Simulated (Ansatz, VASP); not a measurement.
## Mg in VASP and in Ansatz

INCAR

```
SYSTEM = Mg
  ALGO = Normal
  EDIFF = 1E-7
  ENCUT = 520
  GGA = PE
  ISIF = 2
  ISMEAR = 1
  LASPH = .TRUE.
  LCHARG = .FALSE.
  LREAL = .FALSE.
  LWAVE = .FALSE.
  NBANDS = 7
  NELM = 60
  PREC = Accurate
  SIGMA = 0.025
```

Contents of KPOINTS:

```
k-points
0
G
  10 10 10
  0 0 0
```

Contents of POSCAR:

```
Mg
1.0
    0.0000000000      2.2737890710      2.2737890710
    2.2737890710      0.0000000000      2.2737890710
    2.2737890710      2.2737890710      0.0000000000
Mg
1
Direct
    0.0000000000      0.0000000000      0.0000000000
```

Contents of input.yaml:

```yaml
crystal:
  lattice:
    - [0.0, 2.273789071, 2.273789071]
    - [2.273789071, 0.0, 2.273789071]
    - [2.273789071, 2.273789071, 0.0]
  atoms:
    - { symbol: Mg, position: [0.0, 0.0, 0.0] }
kpoints:
  mp_grid: { grid: [10, 10, 10] }
scf:
  occupations: { method: cold, width: 0.025 }
hamiltonian:
  xc: pbe
  pseudopotentials:
    kind: all_electron
    lapw: { basis_error: 0.001 }
    relativity: none
output:
  forces: true
  stress: true
  eigenvalues: true
```

Change from the starting cell: volume scaled by 1.04.

Alike in both runs: task single point; functional PBE; k mesh 10 × 10 × 10; no spin polarisation.

|  | VASP | Ansatz |
| --- | --- | --- |
| version | VASP 6.6.1 | Ansatz 0.2.0 |
| potentials or method | VASP PAW PBE potentials, release 64 (Mg) | all-electron LAPW, non-relativistic |
| plane-wave cutoff (eV) | 520 | see its input |
| occupations | methfessel-paxton of order 1, width 0.025 eV | cold, width 0.025 eV |

Ansatz gave:

| Property | Result |
| --- | --- |
| gap on the k mesh at the Fermi level (eV) | none |
| pressure (GPa) | -0.6 |

**Question.** What did VASP give for the same quantities?

**Answer.** gap on the k mesh at the Fermi level (eV): none; pressure (GPa): -0.7.

A gap of «none» marks a metal or a gap that the smearing closes. Ansatz ran all-electron here, so the differences hold the error of VASP's frozen core and of both bases.
